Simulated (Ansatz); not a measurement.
Li₂S: zone-centre modes at 35 GPa

Method: Ansatz 0.2.0, DFT PBE, scalar-relativistic, plane waves, PAW. Settings: 420 eV plane-wave cutoff, Γ-centred 8×8×8 mesh, fixed occupations. No spin polarisation. Phonons by linear response, acoustic sum rule imposed.

The cell, relaxed at 35 GPa:
```xyz
3
Lattice="0.0000 2.4974 2.4974 2.4974 0.0000 2.4974 2.4974 2.4974 0.0000" Properties=species:S:1:pos:R:3 pbc="T T T"
Li    1.2487    1.2487    1.2487
Li    3.7462    3.7462    3.7462
S     0.0000    0.0000    0.0000
```

Other phases may be more stable at this pressure.

Optical modes at Γ (transverse, no macroscopic field); i marks an imaginary frequency:
| frequency (cm⁻¹) | degeneracy | IR intensity of the level ((D/Å)²/amu) |
| --- | --- | --- |
| 589 | 3 | 17.24 |
| 603 | 3 | 0.00 |

All 6 optical modes at Γ are real: no displacement of atoms at fixed cell lowers the energy to second order. Strains and modes at other wave vectors aren't tested by this run.

* Electronic dielectric constant ε∞ (principal values): 4.35
* Static dielectric constant ε0 (principal values): 5.5
* Refractive index √ε∞, mean: 2.09
* Kohn–Sham gap on the mesh: 2.84 eV

Born effective charges (e):
| atom | Z*xx | Z*yy | Z*zz | mean |
| --- | --- | --- | --- | --- |
| Li (atom 1) | 0.78 | 0.78 | 0.78 | 0.78 |
| S (atom 3) | -1.55 | -1.55 | -1.55 | -1.55 |